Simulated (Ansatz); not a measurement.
**SiO2 in Ansatz: the effect of functional**

The system is SiO2.

```xyz
12
Lattice="-2.6233 4.7768 4.4417 2.6233 -4.7768 4.4417 2.6233 4.7768 -4.4417" Properties=species:S:1:pos:R:3 pbc="T T T"
Si    2.6233   -0.8083    3.0643
Si    2.6233    3.9685   -3.0643
Si    0.0000    5.5850    1.3774
Si    0.0000    0.8083    7.5059
O     0.0000    4.7768    0.0000
O     0.0000    0.0000    0.0000
O    -1.3117    5.1892    2.2208
O     1.3117   -0.4125    2.2208
O     1.3117    4.3643   -2.2208
O     1.3117    5.1892    2.2208
O     0.0000    7.1651    1.0599
O     2.6233   -2.3884    3.3818
```

The cell comes from a database or a generator and needn't be the stable form of this composition.

Alike in all runs:

| Item | Value |
| --- | --- |
| Program | Ansatz 0.2.0 |
| Task | band structure |
| Potentials or basis | Ansatz PAW |
| k mesh | 6 × 6 × 6 |
| Occupations | fermi-dirac, width 0.05 eV |
| Spin | no spin polarisation |

| functional | cutoff | gap on the mesh (eV) | pressure (GPa) | largest force (eV/Å) |
| --- | --- | --- | --- | --- |
| LDA | 420 eV (not typed: the program's choice for these potentials) | 5.42 | -1.2 | 0.10 |
| PBEsol | 420 eV (not typed: the program's choice for these potentials) | ? | ? | ? |
| r2SCAN | 500 eV (not typed: the program's choice for these potentials) | 6.19 | 0.1 | 0.06 |

Question: What does the run with functional PBEsol give?

Answer: gap on the mesh 5.57 eV; pressure 1.7 GPa; largest force 0.20 eV/Å.

Caveats: the PAW data sets come from PBE, with cores solved anew for the run's functional, which leaves a small shift of forces and pressure.

